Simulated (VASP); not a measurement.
## NiO: band structure with PBE

**What was measured.**

From “Local correlations, non-local screening, multiplets, and band formation in NiO”, 2012, arxiv:1210.6675, for a bulk crystal of NiO: band gap 4.3 eV.

Crystal: NiO.

```xyz
2
Lattice="0.0000 2.0859 2.0859 2.0859 0.0000 2.0859 2.0859 2.0859 0.0000" Properties=species:S:1:pos:R:3 pbc="T T T"
Ni    0.0000    0.0000    0.0000
O     2.0859    2.0859    2.0859
```

```json
{
 "Program": "VASP 6.6.1",
 "Task": "band structure",
 "Functional": "PBE",
 "Potentials or basis": "VASP PAW PBE potentials, release 64 (Ni_pv, O)",
 "Cutoff": "520 eV",
 "k mesh": "11 × 11 × 11",
 "Occupations": "fermi-dirac, width 0.05 eV",
 "Spin": "collinear spin, ferromagnetic start",
 "Starting moments": "[1.0, 0.0] μB",
 "Further INCAR settings": "ALGO = Normal; EDIFF = 1e-07; NBANDS = 22"
}
```

```json
{
 "Band gap along the path": "none (metal or under the smearing width)",
 "Net moment": "1.72 μB per cell"
}
```

It took 36 s on 1 thread of Intel(R) Xeon(R) 6975P-C (Granite Rapids), with other jobs on the host, peak memory 0.18 GiB.

A measured gap of NiO is 4.3 eV (quoted in “Local correlations, non-local screening, multiplets, and band formation in NiO”, 2012, arxiv:1210.6675); the calculated 0.00 eV misses it by -4.30 eV. So large a miss can be the level of theory's own, or it may mean another phase, state or a wrong row. The value is that of PBE, without temperature or zero-point motion. Semilocal functionals fall short of measured gaps as a rule. The run's magnetic order (collinear spin, ferromagnetic start) needn't be the measured crystal's.

Caveat: the log is that of the step along the path at fixed density, whose energy, stress, charges and moments have no meaning; a cell with one magnetic atom can't hold antiferromagnetic order, which such compounds often take; semilocal functionals often make such compounds metallic where correlation or magnetic order opens a gap, which also shifts bond lengths.
